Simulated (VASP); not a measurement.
# Cd (P6_3/mmc) in VASP: further runs

Aim: see how the results for Cd move with the level of theory and the settings. Levels: PBE+D3(BJ), PBEsol. Tasks: relaxation of cell and atoms.

All numbers are computed with VASP 6.6.1; they aren't measurements. Logs are shortened: lines on timing, memory, paths and dates and some standing lists are left out, and cuts for length are marked.

## Step 1: The crystal as given

The structure is hexagonal, space group P6_3/mmc (No. 194). The conventional cell has a = 2.958 Å, b = 2.958 Å, c = 5.886 Å, α = 90.00°, β = 90.00°, γ = 120.00°. Cd (site symmetry -6m2) has 6 Cd at 2.96 Å as nearest neighbours.

## Step 2: Relaxation of cell and atoms, PBE+D3(BJ)

File INCAR:

```
SYSTEM = Cd
  ALGO = Normal
  EDIFF = 1E-7
  EDIFFG = -0.005
  ENCUT = 600
  GGA = PE
  IBRION = 2
  ISIF = 3
  ISMEAR = 0
  IVDW = 12
  LASPH = .True.
  LCHARG = .False.
  LREAL = .False.
  LWAVE = .False.
  NELM = 60
  NSW = 90
  PREC = Accurate
  SIGMA = 0.1
```

File KPOINTS:

```
k-points
0
Gamma
  18 18 8
  0 0 0
```

File POSCAR:

```
Cd
1.0
    2.9584748200      0.0000000000      0.0000000000
   -1.4792374100      2.5621143500      0.0000000000
    0.0000000000      0.0000000000      5.8859279300
Cd
2
Direct
    0.3333333300      0.6666666700      0.2500000000
    0.6666666700      0.3333333300      0.7500000000
```

Potentials or basis: VASP PAW PBE potentials, release 64 (Cd).

Run with:

```console
$ cat potpaw_PBE.64/Cd/POTCAR > POTCAR
$ mpirun -np 1 vasp_std > vasp.out
```

OUTCAR:

```text
SYSTEM = Cd
   EDIFF = 1E-7
   EDIFFG = -0.005
   ENCUT = 600
   GGA = PE
   IBRION = 2
   ISIF = 3
   ISMEAR = 0
   IVDW = 12
   LASPH = .True.
   LREAL = .False.
   NELM = 60
   NSW = 90
   PREC = Accurate
 IVDW          = 12

 ion  position               nearest neighbor table
   1  0.333  0.667  0.250-   2 3.40   2 3.40   2 3.40   2 3.40   2 3.40   2 3.40
   2  0.667  0.333  0.750-   1 3.40   1 3.40   1 3.40   1 3.40   1 3.40   1 3.40

  LATTYP: Found a hexagonal cell.
 ALAT       =     2.9584748200
 C/A-ratio  =     1.9895142897

  Lattice vectors:

 A1 = (   2.9584748200,   0.0000000000,   0.0000000000)
 A2 = (  -1.4792374100,   2.5621143500,   0.0000000000)
 A3 = (   0.0000000000,   0.0000000000,   5.8859279300)

Analysis of symmetry for initial positions (statically):
=====================================================================
 Subroutine PRICEL returns:
 Original cell was already a primitive cell.

 Routine SETGRP: Setting up the symmetry group for a
 hexagonal supercell.

 Subroutine GETGRP returns: Found 24 space group operations
 (whereof 12 operations were pure point group operations)
 out of a pool of 24 trial point group operations.

The static configuration has the point symmetry D_3d.
 The point group associated with its full space group is D_6h.

Analysis of symmetry for dynamics (positions and initial velocities):
=====================================================================
 Subroutine PRICEL returns:
 Original cell was already a primitive cell.

 Routine SETGRP: Setting up the symmetry group for a
 hexagonal supercell.

 Subroutine GETGRP returns: Found 24 space group operations
 (whereof 12 operations were pure point group operations)
 out of a pool of 24 trial point group operations.

The dynamic configuration has the point symmetry D_3d.
 The point group associated with its full space group is D_6h.

 Subroutine INISYM returns: Found 24 space group operations
 (whereof 12 operations are pure point group operations),
 and found     1 'primitive' translations

----------------------------------------------------------------------------------------

                                     Primitive cell

  volume of cell :      44.6150

  direct lattice vectors                    reciprocal lattice vectors
     2.958474820  0.000000000  0.000000000     0.338012003  0.195151321  0.000000000
    -1.479237410  2.562114350  0.000000000     0.000000000  0.390302642  0.000000000
     0.000000000  0.000000000  5.885927930     0.000000000  0.000000000  0.169896746

  length of vectors
     2.958474820  2.958474820  5.885927930     0.390302642  0.390302642  0.169896746

  position of ions in fractional coordinates (direct lattice)
     0.333333330  0.666666670  0.250000000
     0.666666670  0.333333330  0.750000000

[... 82 lines left out ...]
   ISIF   =      3    stress and relaxation
   ISYM   =      2    0-nonsym 1-usesym 2-fastsym
   POTIM  = 0.5000    time-step for ionic-motion
   TEBEG  =    0.0;   TEEND  =   0.0 temperature during run
   PSTRESS=    0.0 pullay stress
   NELECT =      24.0000    total number of electrons
   NUPDOWN=      -1.0000    fix difference up-down
   EMIN   =  10.00;   EMAX   =-10.00  energy-range for DOS
   EFERMI =   0.00;   METHOD = LEGACY
   ISMEAR =     0;   SIGMA  =   0.10  broadening in eV -4-tet -1-fermi 0-gaus
   EFERMI_NEDOS =   21; number of points for ismear=-14 and -15
   IALGO  =     38    algorithm
   IMIX   =      4    mixing-type and parameters
     AMIX     =   0.40;   BMIX     =  1.00
     AMIX_MAG =   1.60;   BMIX_MAG =  1.00
  volume/ion in A,a.u.               =      22.31       150.54
  Fermi-wavevector in a.u.,A,eV,Ry     =   1.331429  2.516037 24.119105  1.772704
  Thomas-Fermi vector in A             =   2.460441
   LORBIT       =      0    0 simple, 1 ext, 2 COOP (PROOUT), +10 PAW based schemes
   GGA     = PE    functional components
   LHFCALC =     F    Hartree Fock is set to
   AEXX    =    0.0000 exact exchange contribution
   IVDW    =    12    specifies the selected vdW correction
   LEPSILON=     F    determine dielectric tensor
   LRPA    =     F    only Hartree local field effects (RPA)
 conjugate gradient relaxation of ions
 non-spin polarized calculation
 Gauss-broadening in eV      SIGMA  =   0.10
  energy-cutoff  :      600.00
  volume of cell :       44.62
 maximum number of plane-waves:      1507
 NGX is ok and might be reduce to    24
   NGX = 11   NGY = 11   NGZ = 23

--------------------------------------- Ionic step        1  -------------------------------------------

 number of electron      24.0000002 magnetization

 Free energy of the ion-electron system (eV)
  ---------------------------------------------------
  ext. energy  EPLUGINS =         0.00000000
  ---------------------------------------------------
  free energy    TOTEN  =        -1.47881784 eV

  energy without entropy =       -1.47712275  energy(sigma->0) =       -1.47797029

------------------------ aborting loop because EDIFF is reached ----------------------------------------

 Edisp (eV)   -0.85931

 E8    (eV) :    -0.3819
[... 105 lines left out ...]
  FREE ENERGIE OF THE ION-ELECTRON SYSTEM (eV)
  ---------------------------------------------------
  free  energy   TOTEN  =        -2.3540947822 eV

  energy  without entropy=       -2.3520141501  energy(sigma->0) =       -2.35305447

[... ionic steps 4 to 7 ...]

--------------------------------------- Ionic step        8  -------------------------------------------

 number of electron      23.9999993 magnetization

------------------------ aborting loop because EDIFF is reached ----------------------------------------
[... 75 lines left out ...]
--------------------------------------- Ionic step       10  -------------------------------------------

 number of electron      23.9999992 magnetization

 Free energy of the ion-electron system (eV)
  ---------------------------------------------------
  ext. energy  EPLUGINS =         0.00000000
  ---------------------------------------------------
  free energy    TOTEN  =        -1.46414677 eV

  energy without entropy =       -1.46162241  energy(sigma->0) =       -1.46288459

 E-fermi :   3.1727     XC(G=0): -11.0922

 val. band max:        3.1611718315   @ k =   0.2778   0.0556   0.0000
 cond. band min:       3.1784984214   @ k =   0.3333   0.3333   0.2500
 fundamental gap:      0.0173265899
 Fermi energy:         3.1727403796

 k-point     1 :       0.0000    0.0000    0.0000
  band No.  band energies     occupation
      1      -6.8349      2.00000
      2      -6.5086      2.00000
      3      -6.2144      2.00000
      4      -6.2144      2.00000
      5      -6.1525      2.00000
      6      -6.1525      2.00000
[... 433 lines left out ...]
      3      -6.6028      2.00000
      4      -6.1215      2.00000
      5      -6.0439      2.00000
      6      -5.9222      2.00000
[... 8 lines left out ...]
     15       7.6034      0.00000
     16       9.1568      0.00000

 [... further k-points ...]

------------------------ aborting loop because EDIFF is reached ----------------------------------------

 Edisp (eV)   -0.89573

 E8    (eV) :    -0.3975
[... 25 lines left out ...]
  FREE ENERGIE OF THE ION-ELECTRON SYSTEM (eV)
  ---------------------------------------------------
  free  energy   TOTEN  =        -2.3598814522 eV

  energy  without entropy=       -2.3573570954  energy(sigma->0) =       -2.35861927

 reached required accuracy - stopping structural energy minimisation
```

It took 3.9 min on 1 thread of Intel Xeon 6975P-C (Granite Rapids), shared host; peak memory 0.29 GiB.

Results:

```
Free energy                            : -2.3599 eV
Relaxed volume                         : 21.38 Å³/atom
Relaxed cell                           : a = 3.003 Å, b = 3.003 Å, c = 5.472 Å, α = 90.00°, β = 90.00°, γ = 120.00°
Space group after relaxing (to 0.05 Å) : P6_3/mmc (No. 194)
Energy gained by relaxing              : 10.9 meV/atom
Ionic steps                            : 10
Pressure after relaxing                : 0.0 GPa
Band gap on the k mesh                 : none (metal or under the smearing width)
Dispersion energy per atom             : -0.448 eV
```

The path:
```
step  energy change (eV)  largest force (eV/Å)  pressure (GPa)  volume (Å³)
   1              0.0000                0.0000           -1.02        44.62
   2             -0.0112                0.0000           -0.31        43.70
   3             -0.0160                0.0000            0.55        42.80
   4             -0.0161                0.0000            0.74        42.65
   5             -0.0194                0.0000           -0.05        43.03
   6             -0.0198                0.0000           -0.32        43.18
   7             -0.0199                0.0000           -0.44        43.25
   8             -0.0213                0.0000           -0.19        42.96
   9             -0.0217                0.0000            0.03        42.72
  10             -0.0218                0.0000            0.00        42.75
```

Final structure:
```yaml
crystal:
  lattice:
    - [3.00345, 0.00000, 0.00000]
    - [-1.50172, 2.60106, 0.00000]
    - [0.00000, 0.00000, 5.47246]
  atoms:
    - { symbol: Cd, position: [0.33333, 0.66667, 0.25000] }
    - { symbol: Cd, position: [0.66667, 0.33333, 0.75000] }
```

Levels at points of the mesh, in eV from the Fermi level:
```csv
k point,band 10,band 11,band 12,band 13,band 14,band 15
"(0.00, 0.00, 0.00)",-8.62,-8.62,-3.09,-2.77,11.42,14.06
"(0.50, 0.00, 0.00)",-8.37,-2.60,-2.14,2.07,2.92,3.25
"(0.00, 0.00, 0.50)",-8.74,-7.51,-7.51,4.18,4.18,14.40
"(0.50, 0.00, 0.50)",-8.38,-1.73,-1.73,-0.13,-0.13,8.40
```

Caveat: pairwise dispersion overbinds metals, which lowers pressure and volume.

## Step 3: Relaxation of cell and atoms, PBEsol

INCAR: that of step 2 with these lines changed.

```diff
@@ -4,4 +4,4 @@
   EDIFFG = -0.005
-  ENCUT = 600
-  GGA = PE
+  ENCUT = 300
+  GGA = PS
   IBRION = 2
@@ -9,3 +9,2 @@
   ISMEAR = 0
-  IVDW = 12
   LASPH = .True.
```

KPOINTS is that of step 2.

POSCAR is that of step 2.

Potentials or basis: VASP PAW PBE potentials, release 64 (Cd).

Run with:

```console
$ cat potpaw_PBE.64/Cd/POTCAR > POTCAR
$ mpirun -np 1 vasp_std > vasp.out
```

Wall time 2.6 min (1 thread of Intel Xeon 6975P-C (Granite Rapids), shared host); peak memory 0.17 GiB.

These settings aren't checked as converged: the numbers below hold their error.

What came out:

* Free energy: -2.4100 eV
* Relaxed volume: 20.95 Å³/atom
* Relaxed cell: a = 2.978 Å, b = 2.978 Å, c = 5.454 Å, α = 90.00°, β = 90.00°, γ = 120.00°
* Space group after relaxing (to 0.05 Å): P6_3/mmc (No. 194)
* Energy gained by relaxing: 10.7 meV/atom
* Ionic steps: 12
* Band gap on the k mesh: none (metal or under the smearing width)

Caveat: the cutoff is under 1.25 times the usual one of these potentials, so pressure, stress and relaxed cells hold a basis-set (Pulay) error; the PAW data sets were made with another functional, which shifts forces and pressure a little.
